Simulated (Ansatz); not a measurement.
The system is CdS (Hawleyite).

```xyz
2
Lattice="0.0000 2.9165 2.9165 2.9165 0.0000 2.9165 2.9165 2.9165 0.0000" Properties=species:S:1:pos:R:3 pbc="T T T"
Cd    0.0000    0.0000    0.0000
S     4.3748    4.3748    4.3748
```

Base run:

```yaml
Program: Ansatz 0.2.0
Functional: PBE
Potentials_or_basis: all-electron LAPW, relativistic spinors
Cutoff: 246 eV
Density_cutoff: 986 eV
Basis_error_allowed: 0.001 eV/atom
k_mesh: 6 × 6 × 6
Occupations: fermi-dirac, width 0.05 eV
Spin: spin-orbit coupling, no magnetisation
```

Its results: band gap on the k mesh 1.13 eV, direct; pressure 2.8 GPa.

**Question.** The run is repeated on the same cell with these changes: functional from PBE to PBEsol. What comes out?

**Answer.** Band gap on the k mesh 0.99 eV, direct; pressure -0.3 GPa.

PBEsol binds more tightly than PBE, so the same cell stands under less pressure.

Not every run made on this cell is shown here.
